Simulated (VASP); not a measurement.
# GaSb (F-43m) in VASP: notebook

The runs below take GaSb through relaxation of the atoms, with r2SCAN.

Program: VASP 6.6.1. These are calculated values, not measurements. Logs are shortened: lines on timing, memory, paths and dates and some standing lists are left out, and cuts for length are marked.

**Measured values to compare with.**

A printed reference work, data compilation reports, for a bulk crystal of GaSb at 4.2 K: band gap 0.811 eV (direct).

How close the calculation comes is told below.

## (1) The cell of the first run

The structure is cubic, space group F-43m (No. 216). The conventional cell has a = 6.214 Å, b = 6.214 Å, c = 6.214 Å, α = 90.00°, β = 90.00°, γ = 90.00°. Ga (site symmetry -43m) has 4 Sb at 2.69 Å within 3.5 Å. Within 3.5 Å of Sb (site symmetry -43m) lie 4 Ga at 2.69 Å.

## (2) Relaxation of the atoms, r2SCAN

Contents of POSCAR:

```
GaSb
1.0
    0.0000000000      3.1071149500      3.1071149500
    3.1071149500      0.0000000000      3.1071149500
    3.1071149500      3.1071149500      0.0000000000
Ga Sb
1 1
Direct
    0.0000000000      0.0000000000      0.0000000000
    0.2500000000      0.2500000000      0.2500000000
```

Contents of INCAR.step1:

```
PREC = Accurate
ENCUT = 520
ISMEAR = -1
SIGMA = 0.1
LREAL = False
LASPH = True
NELM = 60
GGA = PE
ALGO = Normal
EDIFF = 1E-4
LWAVE = True
LCHARG = False
```

Contents of INCAR.step2:

```
PREC = Accurate
ENCUT = 520
EDIFF = 1E-6
ISMEAR = -1
SIGMA = 0.1
LREAL = False
LASPH = True
NELM = 60
ALGO = Normal
ISIF = 2
LWAVE = False
LCHARG = False
METAGGA = R2SCAN
LMIXTAU = True
IBRION = 2
NSW = 50
EDIFFG = -0.01
ISTART = 1
```

Contents of KPOINTS:

```
regular mesh
0
Gamma
  10 10 10
```

Potentials or basis: VASP PAW PBE potentials, release 64 (Ga_d, Sb).

Command:

```sh
cat potpaw_PBE.64/Ga_d/POTCAR potpaw_PBE.64/Sb/POTCAR > POTCAR
cp INCAR.step1 INCAR
mpirun -np 1 vasp_std > vasp.out
cp INCAR.step2 INCAR
mpirun -np 1 vasp_std > vasp.out
```

OUTCAR:

```text
PREC = Accurate
   ENCUT = 520
   EDIFF = 1E-6
   ISMEAR = -1
   LREAL = False
   LASPH = True
   NELM = 60
   ISIF = 2
   METAGGA = R2SCAN
   IBRION = 2
   NSW = 50
   EDIFFG = -0.01
   ISTART = 1

 ion  position               nearest neighbor table
   1  0.000  0.000  0.000-   2 2.69   2 2.69   2 2.69   2 2.69
   2  0.250  0.250  0.250-   1 2.69   1 2.69   1 2.69   1 2.69

  LATTYP: Found a face centered cubic cell.
 ALAT       =     6.2142299000

  Lattice vectors:

 A1 = (   0.0000000000,   3.1071149500,   3.1071149500)
 A2 = (   3.1071149500,   0.0000000000,   3.1071149500)
 A3 = (   3.1071149500,   3.1071149500,   0.0000000000)

Analysis of symmetry for initial positions (statically):
=====================================================================
 Subroutine PRICEL returns:
 Original cell was already a primitive cell.

 Routine SETGRP: Setting up the symmetry group for a
 face centered cubic supercell.

 Subroutine GETGRP returns: Found 24 space group operations
 (whereof 24 operations were pure point group operations)
 out of a pool of 48 trial point group operations.

The static configuration has the point symmetry T_d .

Analysis of symmetry for dynamics (positions and initial velocities):
=====================================================================
 Subroutine PRICEL returns:
 Original cell was already a primitive cell.

 Routine SETGRP: Setting up the symmetry group for a
 face centered cubic supercell.

 Subroutine GETGRP returns: Found 24 space group operations
 (whereof 24 operations were pure point group operations)
 out of a pool of 48 trial point group operations.

The dynamic configuration has the point symmetry T_d .

 Subroutine INISYM returns: Found 24 space group operations
 (whereof 24 operations are pure point group operations),
 and found     1 'primitive' translations

----------------------------------------------------------------------------------------

                                     Primitive cell

  volume of cell :      59.9932

  direct lattice vectors                    reciprocal lattice vectors
     0.000000000  3.107114950  3.107114950    -0.160920986  0.160920986  0.160920986
     3.107114950  0.000000000  3.107114950     0.160920986 -0.160920986  0.160920986
     3.107114950  3.107114950  0.000000000     0.160920986  0.160920986 -0.160920986

  length of vectors
     4.394124102  4.394124102  4.394124102     0.278723323  0.278723323  0.278723323

  position of ions in fractional coordinates (direct lattice)
     0.000000000  0.000000000  0.000000000
     0.250000000  0.250000000  0.250000000

  ion indices of the primitive-cell ions
   primitive index   ion index
                 1           1
                 2           2

----------------------------------------------------------------------------------------

 KPOINTS: regular mesh

Automatic generation of k-mesh.
 Grid dimensions read from file:
 generate k-points for:   10   10   10

 Generating k-lattice:

  Cartesian coordinates                     Fractional coordinates (reciprocal lattice)
    -0.016092099  0.016092099  0.016092099     0.100000000  0.000000000  0.000000000
     0.016092099 -0.016092099  0.016092099     0.000000000  0.100000000  0.000000000
     0.016092099  0.016092099 -0.016092099     0.000000000  0.000000000  0.100000000

  Length of vectors
     0.027872332  0.027872332  0.027872332

  Shift w.r.t. Gamma in fractional coordinates (k-lattice)
     0.000000000  0.000000000  0.000000000

 Subroutine IBZKPT returns following result:
 ===========================================

 Found     47 irreducible k-points:

 Following reciprocal coordinates:
            Coordinates               Weight
  0.000000  0.000000  0.000000      1.000000
  0.100000  0.000000  0.000000      8.000000
  0.200000  0.000000  0.000000      8.000000
  0.300000  0.000000  0.000000      8.000000
  0.400000  0.000000  0.000000      8.000000
  0.500000  0.000000  0.000000      4.000000
[... 16 lines left out ...]
  0.300000  0.300000  0.000000      6.000000
  0.400000  0.300000  0.000000     24.000000
 [... further k-points ...]
   k-points           NKPTS =     47   k-points in BZ     NKDIM =     47   number of bands    NBANDS=     13
   number of dos      NEDOS =    301   number of ions     NIONS =      2
   total plane-waves  NPLWV =  46656
   dimension x,y,z NGX =    36 NGY =   36 NGZ =   36
   dimension x,y,z NGXF=    72 NGYF=   72 NGZF=   72
   ions per type =               1   1
   NGX,Y,Z   is equivalent  to a cutoff of  13.62, 13.62, 13.62 a.u.
   NGXF,Y,Z  is equivalent  to a cutoff of  27.24, 27.24, 27.24 a.u.
 SYSTEM =  unknown system
   PREC   = accura    normal or accurate (medium, high low for compatibility)
   ISTART =      1    job   : 0-new  1-cont  2-samecut
   ICHARG =      0    charge: 1-file 2-atom 10-const
   ISPIN  =      1    spin polarized calculation?
   LNONCOLLINEAR =      F non collinear calculations
   LSORBIT =      F    spin-orbit coupling
   LASPH  =      T    aspherical Exc in radial PAW
   ENCUT  =  520.0 eV  38.22 Ry    6.18 a.u.   8.17  8.17  8.17*2*pi/ulx,y,z
   NELM   =     60;   NELMIN=  2; NELMDL=  0     # of ELM steps
   EDIFF  = 0.1E-05   stopping-criterion for ELM
   LREAL  =      F    real-space projection
   EDIFFG = -.1E-01   stopping-criterion for IOM
   NSW    =     50    number of steps for IOM
   IBRION =      2    ionic relax: 0-MD 1-quasi-New 2-CG
   NFREE  =      1    steps in history (QN), initial steepest desc. (CG)
   ISIF   =      2    stress and relaxation
   ISYM   =      2    0-nonsym 1-usesym 2-fastsym
   POTIM  = 0.5000    time-step for ionic-motion
   TEBEG  =    0.0;   TEEND  =   0.0 temperature during run
   PSTRESS=    0.0 pullay stress
   NELECT =      18.0000    total number of electrons
   NUPDOWN=      -1.0000    fix difference up-down
   EMIN   =  10.00;   EMAX   =-10.00  energy-range for DOS
   EFERMI =   0.00;   METHOD = LEGACY
   ISMEAR =    -1;   SIGMA  =   0.10  broadening in eV -4-tet -1-fermi 0-gaus
   EFERMI_NEDOS =   21; number of points for ismear=-14 and -15
   IALGO  =     38    algorithm
   IMIX   =      4    mixing-type and parameters
     AMIX     =   0.40;   BMIX     =  1.00
     AMIX_MAG =   1.60;   BMIX_MAG =  1.00
  volume/ion in A,a.u.               =      30.00       202.43
  Fermi-wavevector in a.u.,A,eV,Ry     =   1.095969  2.071081 16.342617  1.201148
  Thomas-Fermi vector in A             =   2.232303
   LORBIT       =      0    0 simple, 1 ext, 2 COOP (PROOUT), +10 PAW based schemes
   METAGGA = R2SCAN    functional components
   LHFCALC =     F    Hartree Fock is set to
   AEXX    =    0.0000 exact exchange contribution
   IVDW    =     0    specifies the selected vdW correction
   LEPSILON=     F    determine dielectric tensor
   LRPA    =     F    only Hartree local field effects (RPA)
 conjugate gradient relaxation of ions
 non-spin polarized calculation
  energy-cutoff  :      520.00
  volume of cell :       59.99
 maximum number of plane-waves:      1639
 NGX is ok and might be reduce to    36
   NGX = 17   NGY = 17   NGZ = 17

 number of electron      17.9999991 magnetization

 Free energy of the ion-electron system (eV)
  ---------------------------------------------------
  ext. energy  EPLUGINS =         0.00000000
  ---------------------------------------------------
  free energy    TOTEN  =       -37.59197058 eV

  energy without entropy =      -37.59075848  energy(sigma->0) =      -37.59136453

 E-fermi :   4.4229     XC(G=0):  -9.5064

 val. band max:        4.3117921843   @ k =   0.0000   0.0000   0.0000
 cond. band min:       4.7901291384   @ k =   0.5000   0.0000   0.0000
 fundamental gap:      0.4783369541
 Fermi energy:         4.4229012659

 k-point     1 :       0.0000    0.0000    0.0000
  band No.  band energies     occupation
      1     -11.1976      2.00000
      2     -11.1976      2.00000
      3     -11.1975      2.00000
      4     -11.1478      2.00000
      5     -11.1478      2.00000
      6      -7.3909      2.00000
      7       4.2123      1.78292
      8       4.2124      1.78285
      9       4.2124      1.78285
     10       4.3118      1.50466
     11       7.2084      0.00000
     12       7.2085      0.00000
     13       7.2085      0.00000

 k-point     2 :       0.1000    0.0000    0.0000
  band No.  band energies     occupation
      1     -11.2000      2.00000
      2     -11.1965      2.00000
      3     -11.1964      2.00000
      4     -11.1479      2.00000
      5     -11.1479      2.00000
      6      -7.2884      2.00000
      7       2.6410      2.00000
      8       4.0474      1.95428
      9       4.0474      1.95427
     10       5.2731      0.00041
     11       7.4394      0.00000
     12       7.4395      0.00000
     13       7.5988      0.00000

 k-point     3 :       0.2000    0.0000    0.0000
  band No.  band energies     occupation
      1     -11.2062      2.00000
      2     -11.1937      2.00000
      3     -11.1937      2.00000
      4     -11.1481      2.00000
      5     -11.1481      2.00000
      6      -6.9906      2.00000
      7       0.9722      2.00000
      8       3.7018      1.99852
      9       3.7019      1.99852
     10       5.3009      0.00031
     11       7.8952      0.00000
     12       7.8953      0.00000
     13       8.8597      0.00000
[... 305 lines left out ...]
 k-point    23 :       0.3000    0.3000    0.0000
  band No.  band energies     occupation
      1     -11.2253      2.00000
      2     -11.1829      2.00000
      3     -11.1829      2.00000
      4     -11.1541      2.00000
      5     -11.1451      2.00000
      6      -6.2155      2.00000
      7      -0.6290      2.00000
      8       2.2716      2.00000
      9       2.2717      2.00000
     10       5.5231      0.00003
     11       6.8610      0.00000
     12      10.7102      0.00000
     13      10.7103      0.00000

 k-point    24 :       0.4000    0.3000    0.0000
  band No.  band energies     occupation
      1     -11.2300      2.00000
      2     -11.1805      2.00000
      3     -11.1801      2.00000
      4     -11.1551      2.00000
      5     -11.1448      2.00000
      6      -5.7943      2.00000
      7      -1.4083      2.00000
      8       1.7797      2.00000
      9       2.0731      2.00000
     10       5.7027      0.00001
     11       6.7837      0.00000
     12      10.6626      0.00000
     13      11.1626      0.00000

 [... further k-points ...]

------------------------ aborting loop because EDIFF is reached ----------------------------------------

  FORCE on cell =-STRESS in cart. coord.  units (eV):
  Direction    XX          YY          ZZ          XY          YZ          ZX
  --------------------------------------------------------------------------------------
  -------------------------------------------------------------------------------------
  Total       -0.6904742     -0.6904742     -0.6904742     -0.0000000      0.0000000      0.0000000
  in kB      -18.4397954    -18.4397954    -18.4397954     -0.0000000      0.0000000      0.0000000
  external PRESSURE =     -18.4397954 kB  Pullay stress =       0.0000000 kB

 VOLUME and BASIS-vectors are now :
 -----------------------------------------------------------------------------
  energy-cutoff  :      520.00
  volume of cell :       59.99
      direct lattice vectors                 reciprocal lattice vectors
     0.000000000  3.107114950  3.107114950    -0.160920986  0.160920986  0.160920986
     3.107114950  0.000000000  3.107114950     0.160920986 -0.160920986  0.160920986
     3.107114950  3.107114950  0.000000000     0.160920986  0.160920986 -0.160920986

 POSITION                                       TOTAL-FORCE (eV/Angst)
 -----------------------------------------------------------------------------------
      0.00000      0.00000      0.00000        -0.000000     -0.000000     -0.000000
      1.55356      1.55356      1.55356         0.000000      0.000000      0.000000
 -----------------------------------------------------------------------------------
    total drift:                                0.000007      0.000007      0.000007

  FREE ENERGIE OF THE ION-ELECTRON SYSTEM (eV)
  ---------------------------------------------------
  free  energy   TOTEN  =       -37.5919705755 eV

  energy  without entropy=      -37.5907584755  energy(sigma->0) =      -37.59136453

 reached required accuracy - stopping structural energy minimisation
```

It took 81 s on 1 thread of AMD EPYC 9R45 (Zen 5), shared host; peak memory 0.21 GiB.

Results:

* Free energy: -37.5920 eV
* Pressure after relaxing: -1.8 GPa

Final structure:
```yaml
crystal:
  lattice:
    - [0.00000, 3.10711, 3.10711]
    - [3.10711, 0.00000, 3.10711]
    - [3.10711, 3.10711, 0.00000]
  atoms:
    - { symbol: Ga, position: [0.00000, 0.00000, 0.00000] }
    - { symbol: Sb, position: [0.25000, 0.25000, 0.25000] }
```

Caveat: the relaxation stopped at its first step, so nothing moved; the PAW data sets were made with another functional, which shifts forces and pressure a little; spin-orbit coupling is left out, which moves the levels of the heavy elements.

(Part 1 of 2 ends here.)
